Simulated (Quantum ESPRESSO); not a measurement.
NaI: dielectric tensor with PBE

**The experiment to reproduce.**

A printed reference work, monograph reports, for a bulk crystal of NaI: high-frequency dielectric constant 3.01.

NaI:

```
I Na
1.0
     0.00000    3.23640    3.23640
     3.23640    0.00000    3.23640
     3.23640    3.23640    0.00000
I Na
1 1
Cartesian
  3.2364 3.2364 3.2364
  0.0000 0.0000 0.0000
```

```
Program             : Quantum ESPRESSO 7.5
Task                : dielectric tensor
Functional          : PBE
Potentials or basis : GBRV 1.5 PBE
Cutoff              : 612 eV
Density cutoff      : 4898 eV
k mesh              : 6 × 6 × 6, shifted
Occupations         : fermi-dirac, width 0.05 eV
Spin                : no spin polarisation
Mixing beta         : 0.5
Most SCF iterations : 120
SCF threshold       : 4e-10 Ry
```

* Pressure: 0.5 GPa
* Electronic dielectric tensor (diagonal): 3.38
* Born charges (mean of the diagonal): I -1.20; Na +1.20 e

Levels at points of the mesh, in eV from the valence-band top:
| k point | band 4 | band 5 | band 6 | band 7 | band 8 | band 9 | band 10 | band 11 | band 12 | band 13 |
| --- | --- | --- | --- | --- | --- | --- | --- | --- | --- | --- |
| (0.08, 0.08, 0.08) | -22.43 | -10.98 | -0.20 | 0.00 | 0.00 | 3.92 | 7.77 | 8.05 | 8.05 | 9.56 |

Electronic dielectric tensor:
```
3.38 0.00 0.00
0.00 3.38 0.00
0.00 0.00 3.38
```

Born effective charge tensors (e):
atom 1, I
```
-1.20  0.00  0.00
 0.00 -1.20  0.00
 0.00  0.00 -1.20
```
atom 2, Na
```
1.20 0.00 0.00
0.00 1.20 0.00
0.00 0.00 1.20
```

Run time: 3 min on 1 thread of Intel(R) Xeon(R) Platinum 8488C (Sapphire Rapids), on a shared host, peak memory 0.23 GiB.

A measured high-frequency dielectric constant of NaI is 3.01 (a printed reference work, monograph); the calculated 3.38 misses it by +12.1 %.

Spin-orbit coupling is left out, which matters for the levels of I.
